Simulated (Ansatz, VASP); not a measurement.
# One calculation of PbSe, two programs

File INCAR:

```
PREC = Accurate
ENCUT = 520
EDIFF = 1E-6
ISMEAR = 0
SIGMA = 0.02
LREAL = F
LASPH = T
NELM = 100
ALGO = Normal
ISIF = 2
LWAVE = F
LCHARG = F
GGA = PS
NBANDS = 28
```

Contents of KPOINTS:

```
Automatic mesh
0
Gamma
  6 6 6
```

File POSCAR:

```
PbSe
1.0
    4.2199284189      0.0148781792      0.0607047369
    0.0050224493      4.3054866445     -0.0884393350
   -1.9474644478     -2.4001983918     11.5100327011
Pb Se
2 2
Direct
    0.7746607842      0.7885008743      0.6145317059
    0.1882196434      0.1604358822      0.3664521724
    0.2682456230      0.3095875780      0.6233099151
    0.7387185329      0.7775832488      0.3937273733
```

Input for Ansatz:

```yaml
crystal:
  lattice:
    - [4.2199284189, 0.0148781792, 0.0607047369]
    - [0.0050224493, 4.3054866445, -0.088439335]
    - [-1.9474644478, -2.4001983918, 11.5100327011]
  atoms:
    - { symbol: Pb, position: [0.7746607842, 0.7885008743, 0.6145317059] }
    - { symbol: Pb, position: [0.1882196434, 0.1604358822, 0.3664521724] }
    - { symbol: Se, position: [0.268245623, 0.309587578, 0.6233099151] }
    - { symbol: Se, position: [0.7387185329, 0.7775832488, 0.3937273733] }
basis:
  ecutwfc: 420
kpoints:
  mp_grid: { grid: [6, 6, 6] }
hamiltonian:
  xc: pbesol
scf:
  occupations: { method: gaussian, width: 0.02 }
output:
  forces: true
  stress: true
  eigenvalues: true
```

Alike in both runs: task single point; functional PBEsol; k mesh 6 × 6 × 6; occupations gaussian, width 0.02 eV; no spin polarisation.

```csv
,VASP,Ansatz
version,VASP 6.6.1,Ansatz 0.2.0
potentials or method,"VASP PAW PBE potentials, release 64 (Pb_d, Se)","scalar-relativistic, plane waves, PAW"
plane-wave cutoff (eV),520,420
valence electrons in the cell,40,60
```

Ansatz gave:

```
gap on the k mesh at the Fermi level (eV) : 0.89
least direct gap on the mesh (eV)         : 0.89
rms of the force components (eV/Å)        : 0.899
```

What did VASP give for the same quantities?

gap on the k mesh at the Fermi level (eV): 0.89; least direct gap on the mesh (eV): 0.89; rms of the force components (eV/Å): 0.906.

Atom by atom the forces differ by 0.009 eV/Å (rms over components). With one functional, cell and mesh, what is left measures potentials, basis and numerics. The two sets of potentials don't hold the same shells in valence.

Caveats: the PAW data sets were made with another functional, which shifts forces and pressure a little (VASP); spin-orbit coupling is left out, which as a rule narrows the gap of such compounds by several tenths of an eV.
